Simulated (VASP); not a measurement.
# AlRu4 (P-43m) in VASP: further runs

Aim: see how the results for AlRu4 move with the level of theory and the settings. Levels: PBE, PBEsol. Tasks: relaxation of cell and atoms.

All numbers are computed with VASP 6.6.1; they aren't measurements. Logs are shortened: lines on timing, memory, paths and dates and some standing lists are left out, and cuts for length are marked.

**1. The structure**

The structure is cubic, space group P-43m (No. 215). The conventional cell has a = 4.393 Å, b = 4.393 Å, c = 4.393 Å, α = 90.00°, β = 90.00°, γ = 90.00°. Around Al (site symmetry -43m) lie 4 Ru at 1.86 Å. Around Ru (site symmetry 3m) lie 1 Al at 1.86 Å.

The cell was built by a generator and needn't be a form met in nature.

**2. Relaxation of cell and atoms, PBE**

INCAR

```
ALGO = Fast
EDIFF = 1E-6
EDIFFG = -0.02
ENCUT = 600
GGA = PE
IBRION = 2
ISIF = 3
ISMEAR = 1
LASPH = True
LCHARG = False
LREAL = False
LWAVE = False
NELM = 80
NSW = 60
PREC = Accurate
SIGMA = 0.2
```

KPOINTS

```
k-points
0
Gamma
  6 6 6
```

POSCAR

```
AlRu4
1.0
    4.3933923300      0.0000000000      0.0000000000
    0.0000000000      4.3933923300      0.0000000000
    0.0000000000      0.0000000000      4.3933923300
Al Ru
1 4
Direct
    0.0000000000      0.0000000000      0.0000000000
    0.2437810800      0.7562189200      0.7562189200
    0.7562189200      0.2437810800      0.7562189200
    0.7562189200      0.7562189200      0.2437810800
    0.2437810800      0.2437810800      0.2437810800
```

Potentials or basis: VASP PAW PBE potentials, release 64 (Al, Ru_pv).

On the command line:

```console
cat potpaw_PBE.64/Al/POTCAR potpaw_PBE.64/Ru_pv/POTCAR > POTCAR
mpirun -np 1 vasp_std > vasp.out
```

OUTCAR:

```text
EDIFF = 1E-6
   EDIFFG = -0.02
   ENCUT = 600
   GGA = PE
   IBRION = 2
   ISIF = 3
   ISMEAR = 1
   LASPH = True
   LREAL = False
   NELM = 80
   NSW = 60
   PREC = Accurate

 ion  position               nearest neighbor table
   1  0.000  0.000  0.000-   2 1.86   3 1.86   4 1.86   5 1.86
   2  0.244  0.756  0.756-   1 1.86   3 3.03   4 3.03   5 3.03   3 3.11   4 3.11   4 3.11   5 3.11
                             3 3.11   5 3.11   4 3.18   3 3.18   5 3.18
   3  0.756  0.244  0.756-   1 1.86   2 3.03   4 3.03   5 3.03   2 3.11   4 3.11   4 3.11   5 3.11
                             2 3.11   5 3.11   4 3.18   2 3.18   5 3.18
   4  0.756  0.756  0.244-   1 1.86   2 3.03   3 3.03   5 3.03   2 3.11   3 3.11   3 3.11   5 3.11
                             2 3.11   5 3.11   3 3.18   2 3.18   5 3.18
   5  0.244  0.244  0.244-   1 1.86   2 3.03   3 3.03   4 3.03   2 3.11   3 3.11   3 3.11   4 3.11
                             2 3.11   4 3.11   2 3.18   4 3.18   3 3.18

  LATTYP: Found a simple cubic cell.
 ALAT       =     4.3933923300

  Lattice vectors:

 A1 = (   4.3933923300,   0.0000000000,   0.0000000000)
 A2 = (   0.0000000000,   4.3933923300,   0.0000000000)
 A3 = (   0.0000000000,   0.0000000000,   4.3933923300)

Analysis of symmetry for initial positions (statically):
=====================================================================
 Subroutine PRICEL returns:
 Original cell was already a primitive cell.

 Routine SETGRP: Setting up the symmetry group for a
 simple cubic supercell.

 Subroutine GETGRP returns: Found 24 space group operations
 (whereof 24 operations were pure point group operations)
 out of a pool of 48 trial point group operations.

The static configuration has the point symmetry T_d .

Analysis of symmetry for dynamics (positions and initial velocities):
=====================================================================
 Subroutine PRICEL returns:
 Original cell was already a primitive cell.

 Routine SETGRP: Setting up the symmetry group for a
 simple cubic supercell.

 Subroutine GETGRP returns: Found 24 space group operations
 (whereof 24 operations were pure point group operations)
 out of a pool of 48 trial point group operations.

The dynamic configuration has the point symmetry T_d .

 Subroutine INISYM returns: Found 24 space group operations
 (whereof 24 operations are pure point group operations),
 and found     1 'primitive' translations

----------------------------------------------------------------------------------------

                                     Primitive cell

  volume of cell :      84.8008

[... 88 lines left out ...]
   NELM   =     80;   NELMIN=  2; NELMDL= -5     # of ELM steps
   EDIFF  = 0.1E-05   stopping-criterion for ELM
   LREAL  =      F    real-space projection
   EDIFFG = -.2E-01   stopping-criterion for IOM
   NSW    =     60    number of steps for IOM
   IBRION =      2    ionic relax: 0-MD 1-quasi-New 2-CG
   NFREE  =      1    steps in history (QN), initial steepest desc. (CG)
   ISIF   =      3    stress and relaxation
   ISYM   =      2    0-nonsym 1-usesym 2-fastsym
   POTIM  = 0.5000    time-step for ionic-motion
   TEBEG  =    0.0;   TEEND  =   0.0 temperature during run
   PSTRESS=    0.0 pullay stress
   NELECT =      59.0000    total number of electrons
   NUPDOWN=      -1.0000    fix difference up-down
   EMIN   =  10.00;   EMAX   =-10.00  energy-range for DOS
   EFERMI =   0.00;   METHOD = LEGACY
   ISMEAR =     1;   SIGMA  =   0.20  broadening in eV -4-tet -1-fermi 0-gaus
   EFERMI_NEDOS =   21; number of points for ismear=-14 and -15
   IALGO  =     68    algorithm
   IMIX   =      4    mixing-type and parameters
     AMIX     =   0.40;   BMIX     =  1.00
     AMIX_MAG =   1.60;   BMIX_MAG =  1.00
  volume/ion in A,a.u.               =      16.96       114.45
  Fermi-wavevector in a.u.,A,eV,Ry     =   1.450637  2.741307 28.631402  2.104349
  Thomas-Fermi vector in A             =   2.568226
   LORBIT       =      0    0 simple, 1 ext, 2 COOP (PROOUT), +10 PAW based schemes
   GGA     = PE    functional components
   LHFCALC =     F    Hartree Fock is set to
   AEXX    =    0.0000 exact exchange contribution
   IVDW    =     0    specifies the selected vdW correction
   LEPSILON=     F    determine dielectric tensor
   LRPA    =     F    only Hartree local field effects (RPA)
 conjugate gradient relaxation of ions
 non-spin polarized calculation
 RMM-DIIS sequential band-by-band and
 Methfessel and Paxton  Order N= 1 SIGMA  =   0.20
  energy-cutoff  :      600.00
  volume of cell :       84.80
 maximum number of plane-waves:      2872
 NGX is ok and might be reduce to    36
   NGX = 17   NGY = 17   NGZ = 17

--------------------------------------- Ionic step        1  -------------------------------------------

 number of electron      58.9999991 magnetization

 Free energy of the ion-electron system (eV)
  ---------------------------------------------------
  ext. energy  EPLUGINS =         0.00000000
  ---------------------------------------------------
  free energy    TOTEN  =       -24.02010389 eV

  energy without entropy =      -24.02467865  energy(sigma->0) =      -24.02162881

------------------------ aborting loop because EDIFF is reached ----------------------------------------

  FORCE on cell =-STRESS in cart. coord.  units (eV):
  Direction    XX          YY          ZZ          XY          YZ          ZX
  --------------------------------------------------------------------------------------
  -------------------------------------------------------------------------------------
  Total       16.3746930     16.3746930     16.3746930      0.0000000     -0.0000000     -0.0000000
  in kB      309.3739821    309.3739821    309.3739821      0.0000000     -0.0000000     -0.0000000
  external PRESSURE =     309.3739821 kB  Pullay stress =       0.0000000 kB
[... 1635 lines left out ...]
     34      12.5649     -0.00000
     35      12.5649     -0.00000

[... ionic steps 4 to 11 ...]

--------------------------------------- Ionic step       12  -------------------------------------------

 number of electron      58.9999978 magnetization

------------------------ aborting loop because EDIFF is reached ----------------------------------------
[... 73 lines left out ...]
--------------------------------------- Ionic step       14  -------------------------------------------

 number of electron      58.9999976 magnetization

 Free energy of the ion-electron system (eV)
  ---------------------------------------------------
  ext. energy  EPLUGINS =         0.00000000
  ---------------------------------------------------
  free energy    TOTEN  =       -35.53702435 eV

  energy without entropy =      -35.55403538  energy(sigma->0) =      -35.54269469

 E-fermi :   8.9163     XC(G=0): -12.2071

 val. band max:        8.8746862680   @ k =   0.1667   0.1667   0.1667
 cond. band min:       8.9443345124   @ k =   0.3333   0.0000   0.0000
 fundamental gap:      0.0696482444
 Fermi energy:         8.9162580192
[... 790 lines left out ...]
  FREE ENERGIE OF THE ION-ELECTRON SYSTEM (eV)
  ---------------------------------------------------
  free  energy   TOTEN  =       -35.5370243506 eV

  energy  without entropy=      -35.5540353768  energy(sigma->0) =      -35.54269469

 reached required accuracy - stopping structural energy minimisation
```

OSZICAR:

```text
N       E                     dE             d eps       ncg     rms          rms(c)
DAV:   1     0.741164191445E+03    0.74116E+03   -0.37846E+04  1408   0.191E+03
DAV:   2    -0.128196657143E+01   -0.74245E+03   -0.73105E+03  1464   0.562E+02
DAV:   3    -0.277358660120E+02   -0.26454E+02   -0.24514E+02  1789   0.990E+01
[... 228 lines left out ...]
RMM:   5    -0.355368072562E+02    0.21835E-03   -0.77976E-03  1449   0.521E-01    0.587E-02
RMM:   6    -0.355370001303E+02   -0.19287E-03   -0.29660E-03  1531   0.225E-01    0.574E-02
RMM:   7    -0.355370069491E+02   -0.68188E-05   -0.46799E-04  1442   0.110E-01    0.168E-02
RMM:   8    -0.355370227961E+02   -0.15847E-04   -0.16060E-04  1684   0.484E-02    0.127E-02
RMM:   9    -0.355370246713E+02   -0.18752E-05   -0.22874E-05  1583   0.224E-02    0.959E-03
RMM:  10    -0.355370243506E+02    0.32079E-06   -0.63836E-06  1098   0.122E-02
  14 F= -.35537024E+02 E0= -.35542695E+02  d E =-.735450E-02
```

It took 21 min on 1 thread of Intel Xeon Platinum 8259CL at 2.50GHz (Skylake/Cascade Lake), shared host; peak memory 0.25 GiB.

What came out:

```yaml
Free_energy: -35.5370 eV
Relaxed_volume: 16.55 Å³/atom
Relaxed_cell: a = 4.358 Å, b = 4.358 Å, c = 4.358 Å, α = 90.00°, β = 90.00°, γ = 90.00°
Space_group_after_relaxing_to_0.05_Å: P-43m (No. 215)
Energy_gained_by_relaxing: 2303.4 meV/atom
Ionic_steps: 14
Pressure_after_relaxing: -0.1 GPa
Largest_force_after_relaxing: 0.006 eV/Å
Band_gap_on_the_k_mesh: none (metal or under the smearing width)
```

Forces in eV/Å, atoms in the order of the input:
```
Al   0.000  0.000  0.000
Ru   0.004 -0.004 -0.004
Ru  -0.004  0.004 -0.004
Ru  -0.004 -0.004  0.004
Ru   0.004  0.004  0.004
```

The path:
```csv
step,energy change (eV),largest force (eV/Å),pressure (GPa),volume (Å³)
1,0.0000,13.4356,30.94,84.80
2,-6.0537,1.5426,-14.95,131.68
3,-8.7408,2.2949,-24.43,107.34
4,-8.7608,2.4669,-24.12,106.35
5,-6.2782,16.6834,58.61,75.92
6,-10.1392,1.9504,-20.67,98.72
7,-10.8904,0.8775,-16.03,94.02
8,-11.2060,2.3638,-1.86,86.86
9,-11.2595,0.9916,-7.86,89.23
10,-11.2640,1.2190,-6.81,88.79
11,-11.4967,0.6750,-0.36,82.42
12,-11.5096,0.2970,-1.91,83.55
13,-11.5002,0.4692,3.05,81.61
14,-11.5169,0.0064,-0.05,82.76
```

Final structure:
```
CELL_PARAMETERS angstrom
4.35786 0.00000 0.00000
0.00000 4.35786 0.00000
0.00000 0.00000 4.35786
ATOMIC_POSITIONS crystal
Al 0.00000 0.00000 0.00000
Ru 0.29972 0.70028 0.70028
Ru 0.70028 0.29972 0.70028
Ru 0.70028 0.70028 0.29972
Ru 0.29972 0.29972 0.29972
```

Levels at points of the mesh, in eV from the Fermi level:
```
           k point  band 27  band 28  band 29  band 30  band 31  band 32  band 33  band 34
(0.00, 0.00, 0.00)    -0.45     0.53     0.59     0.59     0.59     1.06     1.06     1.06
(0.50, 0.00, 0.00)    -1.13    -0.87    -0.17    -0.17     0.28     0.39     1.19     1.19
(0.50, 0.50, 0.00)    -0.98    -0.98    -0.76    -0.76     0.17     1.07     1.72     1.73
(0.50, 0.50, 0.50)    -1.25    -1.25     0.64     0.64     0.92     0.92     1.13     1.13
```

**3. Relaxation of cell and atoms, PBEsol**

INCAR

```
ALGO = Normal ; EDIFF = 1E-6
EDIFFG = -0.01 ; ENCUT = 600
GGA = PS ; IBRION = 2
ISIF = 3 ; ISMEAR = 1
LASPH = True ; LCHARG = False
LREAL = False ; LWAVE = False
NELM = 60 ; NSW = 60
PREC = Accurate ; SIGMA = 0.2
```

KPOINTS is that of step 2.

POSCAR is that of step 2.

Potentials or basis: VASP PAW PBE potentials, release 64 (Al, Ru_pv).

On the command line:

```console
cat potpaw_PBE.64/Al/POTCAR potpaw_PBE.64/Ru_pv/POTCAR > POTCAR
mpirun -np 1 vasp_std > vasp.out
```

OUTCAR:

```text
EDIFF = 1E-6
   EDIFFG = -0.01
   ENCUT = 600
   GGA = PS
   IBRION = 2
   ISIF = 3
   ISMEAR = 1
   LASPH = True
   LREAL = False
   NELM = 60
   NSW = 60
   PREC = Accurate

 ion  position               nearest neighbor table
   1  0.000  0.000  0.000-   2 1.86   3 1.86   4 1.86   5 1.86
   2  0.244  0.756  0.756-   1 1.86   3 3.03   4 3.03   5 3.03   3 3.11   4 3.11   4 3.11   5 3.11
                             3 3.11   5 3.11   4 3.18   3 3.18   5 3.18
   3  0.756  0.244  0.756-   1 1.86   2 3.03   4 3.03   5 3.03   2 3.11   4 3.11   4 3.11   5 3.11
                             2 3.11   5 3.11   4 3.18   2 3.18   5 3.18
   4  0.756  0.756  0.244-   1 1.86   2 3.03   3 3.03   5 3.03   2 3.11   3 3.11   3 3.11   5 3.11
                             2 3.11   5 3.11   3 3.18   2 3.18   5 3.18
   5  0.244  0.244  0.244-   1 1.86   2 3.03   3 3.03   4 3.03   2 3.11   3 3.11   3 3.11   4 3.11
                             2 3.11   4 3.11   2 3.18   4 3.18   3 3.18

  LATTYP: Found a simple cubic cell.
 ALAT       =     4.3933923300

  Lattice vectors:

 A1 = (   4.3933923300,   0.0000000000,   0.0000000000)
 A2 = (   0.0000000000,   4.3933923300,   0.0000000000)
 A3 = (   0.0000000000,   0.0000000000,   4.3933923300)

Analysis of symmetry for initial positions (statically):
=====================================================================
 Subroutine PRICEL returns:
 Original cell was already a primitive cell.

 Routine SETGRP: Setting up the symmetry group for a
 simple cubic supercell.

 Subroutine GETGRP returns: Found 24 space group operations
 (whereof 24 operations were pure point group operations)
 out of a pool of 48 trial point group operations.

The static configuration has the point symmetry T_d .

Analysis of symmetry for dynamics (positions and initial velocities):
[... 277 lines left out ...]

 E-fermi :  11.8340     XC(G=0): -13.0971

 val. band max:       11.8197594409   @ k =   0.1667   0.1667   0.1667
 cond. band min:      11.9179982767   @ k =   0.1667   0.1667   0.0000
 fundamental gap:      0.0982388358
 Fermi energy:        11.8340361171

 k-point     1 :       0.0000    0.0000    0.0000
  band No.  band energies     occupation
      1     -36.0424      2.00000
      2     -33.2815      2.00000
      3     -33.2815      2.00000
      4     -33.2815      2.00000
      5     -32.4479      2.00000
      6     -32.4479      2.00000
[... 749 lines left out ...]
     34      14.2601     -0.00000
     35      14.4382     -0.00000

[... ionic steps 4 to 11 ...]

--------------------------------------- Ionic step       12  -------------------------------------------

 number of electron      58.9999980 magnetization

------------------------ aborting loop because EDIFF is reached ----------------------------------------
[... 73 lines left out ...]
--------------------------------------- Ionic step       14  -------------------------------------------

 number of electron      58.9999991 magnetization

 Free energy of the ion-electron system (eV)
  ---------------------------------------------------
  ext. energy  EPLUGINS =         0.00000000
  ---------------------------------------------------
  free energy    TOTEN  =       -39.07565998 eV

  energy without entropy =      -39.09108763  energy(sigma->0) =      -39.08080253

 E-fermi :   9.2862     XC(G=0): -12.5578

 val. band max:        9.2416466394   @ k =   0.1667   0.1667   0.1667
 cond. band min:       9.3200415417   @ k =   0.3333   0.0000   0.0000
 fundamental gap:      0.0783949022
 Fermi energy:         9.2862485720

 k-point     1 :       0.0000    0.0000    0.0000
  band No.  band energies     occupation
      1     -34.1806      2.00000
      2     -33.5060      2.00000
      3     -33.5060      2.00000
      4     -33.5060      2.00000
      5     -33.4383      2.00000
      6     -33.4383      2.00000
[... 781 lines left out ...]
  FREE ENERGIE OF THE ION-ELECTRON SYSTEM (eV)
  ---------------------------------------------------
  free  energy   TOTEN  =       -39.0756599775 eV

  energy  without entropy=      -39.0910876289  energy(sigma->0) =      -39.08080253

 reached required accuracy - stopping structural energy minimisation
```

OSZICAR:

```text
N       E                     dE             d eps       ncg     rms          rms(c)
DAV:   1     0.737614449515E+03    0.73761E+03   -0.37765E+04  1408   0.191E+03
DAV:   2    -0.466559820292E+01   -0.74228E+03   -0.73084E+03  1464   0.562E+02
DAV:   3    -0.314280647058E+02   -0.26762E+02   -0.24794E+02  1773   0.992E+01
[... 156 lines left out ...]
DAV:   3    -0.390742818751E+02    0.31038E-02   -0.51708E-02  1504   0.124E+00    0.436E-01
DAV:   4    -0.390751143623E+02   -0.83249E-03   -0.74601E-03  1584   0.441E-01    0.172E-01
DAV:   5    -0.390756103169E+02   -0.49595E-03   -0.93982E-04  1500   0.217E-01    0.521E-02
DAV:   6    -0.390756604841E+02   -0.50167E-04   -0.19096E-04  1507   0.779E-02    0.193E-02
DAV:   7    -0.390756599501E+02    0.53407E-06   -0.41106E-05  1328   0.237E-02    0.841E-03
DAV:   8    -0.390756599775E+02   -0.27442E-07   -0.66432E-06  1336   0.147E-02
  14 F= -.39075660E+02 E0= -.39080803E+02  d E =-.102174E-01
```

Wall time 15 min (1 thread of Intel Xeon Platinum 8259CL at 2.50GHz (Skylake/Cascade Lake), shared host); peak memory 0.25 GiB.

Results:

```
Free energy                            : -39.0757 eV
Relaxed volume                         : 15.97 Å³/atom
Relaxed cell                           : a = 4.306 Å, b = 4.306 Å, c = 4.306 Å, α = 90.00°, β = 90.00°, γ = 90.00°
Space group after relaxing (to 0.05 Å) : P-43m (No. 215)
Energy gained by relaxing              : 2356.3 meV/atom
Ionic steps                            : 14
Pressure after relaxing                : 0.0 GPa
Largest force after relaxing           : 0.008 eV/Å
Band gap on the k mesh                 : none (metal or under the smearing width)
```

Forces on the atoms (eV/Å):
```
Al   0.000  0.000  0.000
Ru   0.005 -0.005 -0.005
Ru  -0.005  0.005 -0.005
Ru  -0.005 -0.005  0.005
Ru   0.005  0.005  0.005
```

The path:
```tsv
step	energy change (eV)	largest force (eV/Å)	pressure (GPa)	volume (Å³)
1	0.0000	13.2614	25.10	84.80
2	-6.4468	2.4093	-16.24	121.77
3	-8.7586	2.4028	-27.73	104.24
4	0.9968	32.4389	121.32	69.90
5	-9.7413	2.2659	-25.42	98.69
6	-10.5891	1.4429	-21.90	94.54
7	-11.0597	4.5965	4.46	82.85
8	-11.3516	0.7898	-12.12	88.33
9	-11.3900	1.4454	-9.27	87.13
10	-11.3920	1.6341	-8.42	86.80
11	-11.7397	0.9872	0.14	79.10
12	-11.7715	0.3584	-2.43	80.71
13	-11.7526	0.6415	4.48	78.38
14	-11.7817	0.0083	0.02	79.83
```

Final structure:
```
Al Ru
1.0
     4.30574    0.00000    0.00000
     0.00000    4.30574    0.00000
     0.00000    0.00000    4.30574
Al Ru
1 4
Direct
  0.00000 0.00000 0.00000
  0.29961 0.70039 0.70039
  0.70039 0.29961 0.70039
  0.70039 0.70039 0.29961
  0.29961 0.29961 0.29961
```

Caveat: the PAW data sets were made with another functional, which shifts forces and pressure a little.

**4. For comparison**

An earlier run on the cell as given: functional PBE; potentials or basis VASP PAW PBE potentials, release 64 (Al, Ru_pv); cutoff 520 eV; k mesh 6 × 6 × 6; occupations fermi-dirac, width 0.05 eV; no spin polarisation.

- Pressure: 31.1 GPa
- Largest force: 13.445 eV/Å
- Band gap on the k mesh: none (metal or under the smearing width)

**5. Overview**

| task | level | cell | cutoff (eV) | smearing | gap on the mesh (eV) | pressure (GPa) | relaxed volume (Å³/atom) | largest force (eV/Å) |
| --- | --- | --- | --- | --- | --- | --- | --- | --- |
| relaxation of cell and atoms | PBE | relaxed | 600 | methfessel-paxton 0.2 eV | none | -0.1 | 16.55 | 0.01 |
| relaxation of cell and atoms | PBEsol | relaxed | 600 | methfessel-paxton 0.2 eV | none | 0.0 | 15.97 | 0.01 |
| single point | PBE | as given | 520 | fermi-dirac 0.05 eV | none | 31.1 | - | 13.44 |

Alike in all rows: potentials or basis VASP PAW PBE potentials, release 64 (Al, Ru_pv); no spin polarisation; k mesh 6 × 6 × 6.

Caveats: the PAW data sets were made with another functional, which shifts forces and pressure a little (some runs); a pressure of tens of GPa on the cell as given is suspect, and the run, the potentials or the cell itself is likely at fault (some runs); forces of over 1 eV/Å show positions far from the minimum, so gaps and moduli don't describe the material at rest (some runs).

Total energies depend on the potentials used, so only differences within one code and one set of settings carry meaning.
